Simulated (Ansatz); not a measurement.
# In: energy and pressure over a range of volumes

How stiff is In, and at what volume does the pressure vanish? The cell is scaled evenly, atoms carried along, and solved with LAPW, PAW and all-electron datasets made for the crystal.

This is In in the fcc structure; at room conditions it is tetragonal.

Computed with Ansatz 0.2.0 (DFT PBE, scalar-relativistic, unless a step's input says otherwise).

## Step 1: The system as given

The structure is cubic, space group Fm-3m (No. 225). Conventional cell: a = 4.791 Å, b = 4.791 Å, c = 4.791 Å, α = 90.00°, β = 90.00°, γ = 90.00°. Around In (site symmetry m-3m) lie 12 In at 3.39 Å.

As a file:

```xyz
1
Lattice="0.0000 2.3956 2.3956 2.3956 0.0000 2.3956 2.3956 2.3956 0.0000" Properties=species:S:1:pos:R:3 pbc="T T T"
In    0.0000    0.0000    0.0000
```

The cell was relaxed by PAW from a hypothetical start (fcc type); it needn't be the stable phase of this composition.

## Step 2: Volume × 0.95, LAPW

input.yaml

```yaml
crystal:
  lattice:
    - [0.0, 2.3550024304, 2.3550024304]
    - [2.3550024304, 0.0, 2.3550024304]
    - [2.3550024304, 2.3550024304, 0.0]
  atoms:
    - { symbol: In, position: [0.0, 0.0, 0.0] }
kpoints:
  mp_grid: { grid: [15, 15, 15] }
scf:
  occupations: { method: fermi_dirac, width: 0.05 }
hamiltonian:
  xc: pbe
  pseudopotentials: { kind: all_electron, lapw: { basis_error: 0.0005 } }
output:
  forces: true
  stress: true
  eigenvalues: true
```

The run is started by

```sh
$ ansatz run input.yaml --threads 1 --pin off --max-ram 2048MiB --backend cpu --events-out ev --progress --plain --runs-dir out
```

## Step 3: Volume × 0.95, PAW

Changes to input.yaml since step 2:

```diff
@@ -13,3 +13,3 @@
   xc: pbe
-  pseudopotentials: { kind: all_electron, lapw: { basis_error: 0.0005 } }
+  pseudopotentials: { kind: paw }
 output:
@@ -18 +18,2 @@
   eigenvalues: true
+  efg: { contact_densities: true }
```

## Step 4: Volume × 0.95, crystal datasets

Changes to input.yaml since step 3:

```diff
@@ -13,3 +13,3 @@
   xc: pbe
-  pseudopotentials: { kind: paw }
+  pseudopotentials: { kind: all_electron, datasets: crystal }
 output:
```

## Step 5: Volume × 0.975, LAPW

input.yaml

```yaml
crystal:
  lattice:
    - [0.0, 2.3754817403, 2.3754817403]
    - [2.3754817403, 0.0, 2.3754817403]
    - [2.3754817403, 2.3754817403, 0.0]
  atoms:
    - { symbol: In, position: [0.0, 0.0, 0.0] }
kpoints:
  mp_grid: { grid: [15, 15, 15] }
scf:
  occupations: { method: fermi_dirac, width: 0.05 }
hamiltonian:
  xc: pbe
  pseudopotentials: { kind: all_electron, lapw: { basis_error: 0.0005 } }
output:
  forces: true
  stress: true
  eigenvalues: true
```

## Step 6: Volume × 0.975, PAW

Changes to input.yaml since step 5:

```diff
@@ -13,3 +13,3 @@
   xc: pbe
-  pseudopotentials: { kind: all_electron, lapw: { basis_error: 0.0005 } }
+  pseudopotentials: { kind: paw }
 output:
@@ -18 +18,6 @@
   eigenvalues: true
+  efg: { contact_densities: true }
+  write_density: true
+  write_potential: true
+  elf: true
+  volumetric_format: npy
```

## Step 7: Volume × 1.025, LAPW

input.yaml

```yaml
crystal:
  lattice:
    - [0.0, 2.4154132613, 2.4154132613]
    - [2.4154132613, 0.0, 2.4154132613]
    - [2.4154132613, 2.4154132613, 0.0]
  atoms:
    - { symbol: In, position: [0.0, 0.0, 0.0] }
kpoints:
  mp_grid: { grid: [15, 15, 15] }
scf:
  occupations: { method: fermi_dirac, width: 0.05 }
hamiltonian:
  xc: pbe
  pseudopotentials: { kind: all_electron, lapw: { basis_error: 0.0005 } }
output:
  forces: true
  stress: true
  eigenvalues: true
```

## Step 8: Volume × 1.025, PAW

Changes to input.yaml since step 7:

```diff
@@ -13,3 +13,3 @@
   xc: pbe
-  pseudopotentials: { kind: all_electron, lapw: { basis_error: 0.0005 } }
+  pseudopotentials: { kind: paw }
 output:
@@ -18 +18,2 @@
   eigenvalues: true
+  efg: { contact_densities: true }
```

## Step 9: Volume × 1.05, LAPW

input.yaml

```yaml
crystal:
  lattice:
    - [0.0, 2.4348932417, 2.4348932417]
    - [2.4348932417, 0.0, 2.4348932417]
    - [2.4348932417, 2.4348932417, 0.0]
  atoms:
    - { symbol: In, position: [0.0, 0.0, 0.0] }
kpoints:
  mp_grid: { grid: [15, 15, 15] }
scf:
  occupations: { method: fermi_dirac, width: 0.05 }
hamiltonian:
  xc: pbe
  pseudopotentials: { kind: all_electron, lapw: { basis_error: 0.0005 } }
output:
  forces: true
  stress: true
  eigenvalues: true
```

## Step 10: Volume × 1.05, PAW

Changes to input.yaml since step 9:

```diff
@@ -13,3 +13,3 @@
   xc: pbe
-  pseudopotentials: { kind: all_electron, lapw: { basis_error: 0.0005 } }
+  pseudopotentials: { kind: paw }
 output:
@@ -18 +18,6 @@
   eigenvalues: true
+  efg: { contact_densities: true }
+  write_density: true
+  write_potential: true
+  elf: true
+  volumetric_format: npy
```

## Step 11: Volume × 1.05, crystal datasets

Changes to input.yaml since step 10:

```diff
@@ -13,3 +13,3 @@
   xc: pbe
-  pseudopotentials: { kind: paw }
+  pseudopotentials: { kind: all_electron, datasets: crystal }
 output:
@@ -19,5 +19 @@
   efg: { contact_densities: true }
-  write_density: true
-  write_potential: true
-  elf: true
-  volumetric_format: npy
```

(Steps that only read results are left out.)

Q: Predict the outcome of this session. Wanted: equilibrium volume; bulk modulus (for each run or level that gives them).

The runs gave:

| quantity | value |
| --- | --- |
| equilibrium volume (LAPW) | 27.502 Å³/atom |
| bulk modulus (LAPW) | 34 GPa |
| its pressure derivative (LAPW) | 4.8 |
| equilibrium volume (PAW) | 27.500 Å³/atom |
| bulk modulus (PAW) | 34 GPa |
| its pressure derivative (PAW) | 4.8 |

In words: A third-order Birch-Murnaghan fit to the LAPW pressures puts zero pressure at 27.50 Å³/atom, less than 0.1 % from the given cell, with a bulk modulus of 34 GPa. PAW's volume lies less than 0.01 % and its modulus less than 0.1 % from LAPW's. No thermal or zero-point expansion is included.
